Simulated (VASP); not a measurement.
**How uniaxial stress along [111] changes AlN (F-43m)**

Strain engineering needs slopes: what does uniaxial stress along [111] do to the lattice and the band edges of AlN?

Calculated with VASP 6.6.1; LDA; plane waves and PAW (Al, N); cell typed or built by script, in the first sound run; inputs show where later runs differ.

Most raw output is cut from this account.

## (1) Set-up

It takes space group F-43m (No. 216, cubic). The conventional cell has a = 4.380 Å, b = 4.380 Å, c = 4.380 Å, α = 90.00°, β = 90.00°, γ = 90.00°. Al has 4 N at 1.90 Å nearest. N has 4 Al at 1.90 Å nearest. Farther neighbours and most contacts between anions are not listed.

Structure file:

```xyz
2
Lattice="0.0000 2.1900 2.1900 2.1900 0.0000 2.1900 2.1900 2.1900 0.0000" Properties=species:S:1:pos:R:3 pbc="T T T"
Al    0.0000    0.0000    0.0000
N     1.0950    1.0950    1.0950
```

## (2) Relax the crystal, LDA

The series starts from the cell that this level prefers, so that zero strain is near zero stress.

This step took 2 runs in a row; the last is shown.

Level: LDA; plane waves and PAW (Al, N); cell typed or built by script.

INCAR

```
SYSTEM = AlN
PREC = Accurate
ENCUT = 600
EDIFF = 1E-07
NELM = 120
ISMEAR = 0
SIGMA = 0.02
LREAL = .FALSE.
ALGO = Normal
GGA = CA
NBANDS = 10
LASPH = .TRUE.
LORBIT = 11
LWAVE = .FALSE.
LCHARG = .FALSE.
KPAR = 12
IBRION = 2
NSW = 40
ISIF = 3
EDIFFG = -0.005
POTIM = 0.4
```

POSCAR

```
AlN
1.0
    0.0000000000      2.1729629977      2.1729629977
    2.1729629977      0.0000000000      2.1729629977
    2.1729629977      2.1729629977      0.0000000000
Al N
1 1
Direct
    0.0000000000      0.0000000000      0.0000000000
    0.2500000000      0.2500000000      0.2500000000
```

KPOINTS

```
Automatic mesh
0
Gamma
12 12 12
0 0 0
```

The projector-augmented-wave data sets are Al and N (LDA family, release 64).

Started as:

```console
$ mpirun -np 12 vasp_std
```

It took 9 s on 12 MPI ranks of AMD EPYC 7571, shared host; peak memory 1.5 GiB.

Read from the output:

| Quantity | Value |
| --- | --- |
| energy(sigma→0) of the program | -16.3762 eV |
| stress, compression positive | 0.01 along [111], 0.01 across it (mean), GPa |
| volume | 20.520 Å³ |
| ionic steps | 1 |

## (3) Strain across the axis, LDA

One member in full: the axis is strained by 2 %, and the two directions across it are strained alike until their mean stress is under 0.012 GPa or five steps are spent.

This step took 4 runs, each at a new trial strain with the atoms of the one before; the last is shown.

Level: LDA; plane waves and PAW (Al, N); cell typed or built by script.

Edit INCAR of step 2 so:

```diff
@@ -15,7 +15,7 @@
 LCHARG = .FALSE.
-KPAR = 12
-IBRION = 2
-NSW = 40
-ISIF = 3
-EDIFFG = -0.005
-POTIM = 0.4
+KPAR = 3
+IBRION = 1
+NSW = 25
+ISIF = 2
+EDIFFG = -0.004
+POTIM = 0.3
```

POSCAR

```
AlN
1.0
    0.0331292640      2.1998576260      2.1998576260
    2.1998576260      0.0331292640      2.1998576260
    2.1998576260      2.1998576260      0.0331292640
Al N
1 1
Direct
    0.0009746469      0.0009746469      0.0009746469
    0.2490253531      0.2490253531      0.2490253531
```

KPOINTS is that of step 2.

Started as:

```console
$ mpirun -np 3 vasp_std
```

Elapsed: 51 s, on 3 MPI ranks; peak memory 0.43 GiB; 2 min of CPU time.

Read from the output:

```
energy(sigma→0) of the program : -16.3655 eV
stress, compression positive   : -8.61 along [111], 0.00 across it (mean), GPa
ionic steps                    : 1
```

## (4) Band edges, TB-mBJ with spin-orbit coupling

Short lines in KPOINTS_OPT sample the zone centre along and across the axis, for masses, and the other valleys.

Level: TB-mBJ, spin-orbit coupling; plane waves and PAW (Al, N); cell typed or built by script.

TB-mBJ has no energy functional, so the total energy, stress and pressure in this output mean nothing.

INCAR

```
SYSTEM = AlN
PREC = Accurate
ENCUT = 600
EDIFF = 1E-06
NELM = 150
ISMEAR = 0
SIGMA = 0.02
LREAL = .FALSE.
ALGO = Normal
METAGGA = MBJ
LASPH = .TRUE.
LNONCOLLINEAR = .TRUE.
MAGMOM = 0 0 0 0 0 0
NBANDS = 18
GGA_COMPAT = .FALSE.
LSORBIT = .TRUE.
LWAVE = .FALSE.
LCHARG = .FALSE.
KPAR = 3
```

POSCAR is that of step 3.

KPOINTS

```
Automatic mesh
0
Gamma
9 9 9
0 0 0
```

KPOINTS_OPT

```
Line mode
6
Line-mode
Reciprocal
  0.00000000   0.00000000   0.00000000
  0.02036629   0.02036629   0.02036629

  0.00000000   0.00000000   0.00000000
 -0.01219213   0.01219213   0.00000000

  0.31000000   0.31000000   0.00000000
  0.50000000   0.50000000   0.00000000

  0.00000000   0.31000000   0.31000000
  0.00000000   0.50000000   0.50000000

  0.45000000   0.45000000   0.45000000
  0.50000000   0.50000000   0.50000000

  0.45000000   0.00000000   0.00000000
  0.50000000   0.00000000   0.00000000

  0.42500000   0.42500000   0.00000000
  0.42526363   0.44250591   0.01750591

  0.50000000   0.50000000   0.50000000
  0.48780787   0.51219213   0.50000000
```

Started as:

```console
$ mpirun -np 3 vasp_ncl
```

Elapsed: 29 min, on 3 MPI ranks; peak memory 1.2 GiB; 69 min of CPU time.

## (5) Band edges, r2SCAN with spin-orbit coupling

Level: r2SCAN, spin-orbit coupling; plane waves and PAW (Al, N); cell typed or built by script.

Edit INCAR of step 4 so:

```diff
@@ -4,3 +4,3 @@
 EDIFF = 1E-06
-NELM = 150
+NELM = 100
 ISMEAR = 0
@@ -9,3 +9,3 @@
 ALGO = Normal
-METAGGA = MBJ
+METAGGA = R2SCAN
 LASPH = .TRUE.
```

POSCAR is that of step 4.

KPOINTS is that of step 4.

KPOINTS_OPT is that of step 4.

Started as:

```console
$ mpirun -np 3 vasp_ncl
```

Wall time 19 min (3 MPI ranks); peak memory 1.1 GiB.

Read from the output:

| Item | Value |
| --- | --- |
| energy(sigma→0) of the program | -58.0081 eV |
| stress, compression positive | -6.59 along [111], 2.55 across it (mean), GPa |

The run ends at a pressure of -0.50 GPa, with forces up to 0.0077 eV/Å.

## (6) The table

Runs beyond LDA use the data sets made with LDA; this shifts their levels slightly, and their total energies have another zero (at TB-mBJ, which has no energy functional, they mean nothing).

The other members went through these steps as far as the tables show, with the same cutoff and, step by step, the same mesh; 42 runs are not shown. The session took 20 core hours (wall time by ranks) on a shared machine.

```csv
strain along the axis (%),strain across the axis (%),"stress along the axis, tension positive (GPa)",energy above the unstrained row (meV/atom),"gap on the mesh, LDA (eV)"
-2.000,0.341,-8.776,5.781,3.083
-1.500,0.252,-6.556,3.278,3.122
-1.000,0.166,-4.366,1.479,3.159
-0.500,0.083,-2.183,0.386,3.195
0,0.000,-0.010,0.000,3.230
0.500,-0.076,2.155,0.301,3.211
1.000,-0.149,4.333,1.296,3.191
1.500,-0.221,6.478,2.976,3.170
2.000,-0.287,8.605,5.332,3.148
```

Slopes at zero strain, from cubics through all rows: strain ratio -0.158, stress over strain 435 GPa.

Band edges at TB-mBJ with spin-orbit coupling, counted from the valence-band top at Γ, spin-orbit pairs averaged, with one row partly withheld:

```csv
strain along the axis (%),gap (eV),conduction band at Γ (eV),Δ or X valley along z (eV),Δ or X valley along x (eV),"lowest conduction level at L, [111] (eV)","lowest conduction level at L, [-111] (eV)",second valence level below the top (eV),third valence level below the top (eV)
-2.000,4.701,5.432,4.701,4.701,8.505,8.735,0.199,0.211
-1.500,4.737,5.444,4.737,4.737,8.553,8.727,0.148,0.160
-1.000,4.771,5.453,4.771,4.771,8.601,8.719,0.097,0.109
-0.500,4.803,5.459,4.803,4.803,8.648,8.708,0.046,0.059
0,4.829,5.459,4.829,4.829,8.691,8.691,0.000,0.018
0.500,4.807,5.410,4.807,4.807,8.687,8.627,0.010,0.057
1.000,4.785,5.359,4.785,4.785,8.684,8.562,0.011,0.103
1.500,4.762,5.306,4.762,4.762,?,8.496,0.011,0.150
2.000,4.738,5.250,4.738,4.738,8.676,8.429,0.011,0.195
```

Conduction masses, in electron masses:

```csv
strain along the axis (%),"conduction mass at Γ, along the strain axis or the normal of the plane","conduction mass at Γ, across the strain axis or in the plane"
-2.000,0.351,0.326
-1.500,0.348,0.329
-1.000,0.346,0.332
-0.500,0.340,0.332
0,0.331,0.331
0.500,0.330,0.335
1.000,0.322,0.337
1.500,0.314,0.334
2.000,0.308,0.337
```

Band edges at r2SCAN with spin-orbit coupling, counted from the valence-band top at Γ, spin-orbit pairs averaged:

```csv
strain along the axis (%),gap (eV),conduction band at Γ (eV),Δ or X valley along z (eV),Δ or X valley along x (eV),"lowest conduction level at L, [111] (eV)","lowest conduction level at L, [-111] (eV)",second valence level below the top (eV),third valence level below the top (eV)
-2.000,3.798,4.997,3.798,3.798,8.128,8.383,0.211,0.224
-1.500,3.837,5.010,3.837,3.837,8.182,8.376,0.157,0.170
-1.000,3.875,5.021,3.875,3.875,8.236,8.367,0.102,0.116
-0.500,3.910,5.028,3.910,3.910,8.289,8.355,0.049,0.063
0,3.939,5.028,3.939,3.939,8.338,8.338,0.000,0.019
0.500,3.918,4.976,3.918,3.918,8.336,8.269,0.011,0.061
1.000,3.896,4.923,3.896,3.896,8.336,8.200,0.012,0.110
1.500,3.874,4.867,3.874,3.874,8.335,8.130,0.012,0.160
2.000,3.850,4.809,3.850,3.850,8.334,8.059,0.012,0.209
```

Conduction masses, in electron masses:

```csv
strain along the axis (%),"conduction mass at Γ, along the strain axis or the normal of the plane","conduction mass at Γ, across the strain axis or in the plane"
-2.000,0.324,0.299
-1.500,0.319,0.301
-1.000,0.313,0.299
-0.500,0.307,0.300
0,0.304,0.304
0.500,0.296,0.302
1.000,0.292,0.304
1.500,0.285,0.303
2.000,0.282,0.307
```

## (7) Fit and prediction

The quantity to fit is the splitting of the lowest conduction levels at the L points ([111] less [-111]) at TB-mBJ with spin-orbit coupling: -0.229, -0.174, -0.117, -0.059, 0.000, 0.060, 0.122, 0.247 eV in the rows shown.

Fitting a parabola to the 8 known rows (d: strain along the axis less the strain across it, in %) gives E = 0.002203 d² + 0.1031 d + 6.87e-5 in eV; the residuals are 1.5e-4 eV r.m.s.

For the withheld row, d = 1.721, the fit gives 0.1839 eV.

## (8) The withheld row

The calculation gives 0.1841 eV, so the prediction is 0.0002 eV too low.

The splitting is Ξu times 8/9 of d, with d as a fraction, so the linear term gives Ξu = 11.6 eV.

## (9) Results

```
Poisson ratio                                                       : 0.158
Young's modulus along the axis                                      : 435 GPa
gap of the unstrained cell, TB-mBJ with spin-orbit coupling         : 4.83 eV
gap of the unstrained cell, r2SCAN with spin-orbit coupling         : 3.94 eV
shear deformation potential Ξu of the lowest conduction levels at L : 11.6 eV
error of the predicted row                                          : -0.2 meV
```

As a check, the curvature of the energy gives 435 GPa for the same modulus (energy per volume = E/2 × strain²), 0 % from the slope of the stress. The energy also has a linear term worth 0.13 GPa that the stress column lacks, a mark of the finite basis. At TB-mBJ with spin-orbit coupling the lowest conduction valley is Δ or X throughout, and the gap runs between 4.70 and 4.83 eV. At r2SCAN with spin-orbit coupling the lowest conduction valley is Δ or X throughout, and the gap runs between 3.80 and 3.94 eV. Hole masses are left out throughout, since the top bands are degenerate or cross in many series; of conduction masses, those of the Γ, L and (for Si and Ge under (001) strain) Δ valleys are kept where they change by under an eighth between rows. TB-mBJ is a potential fitted for gaps; it has no energy functional, so its total energies and forces mean nothing, and its bands tend to come out too narrow. r2SCAN opens gaps somewhat over GGA but leaves them below measured values as a rule. Δ or X levels are the lowest on their line, refined by a parabola unless they lie at X; the gap is read from all points sampled and can differ from the lowest valley by some meV, or by tens of meV where strain moves the valence top off Γ. Temperature, zero-point motion and excitons are left out.

[Lines on the potential files, build, host, timing and source positions are cut from VASP's logs without a mark.]

[Logs are printed without paths, hosts, clocks, repeated set-up lines and the standing remarks that a program may print on its own settings, such as how far it seeks lower states.]

[Hosts, paths, dates, database ids (printed as entryN), source tags and the programs' standing remarks are cut or masked in the printed files.]

[In band tables of VASP the shares of atoms and orbitals are scaled to a sum of 1 inside the atoms' spheres.]
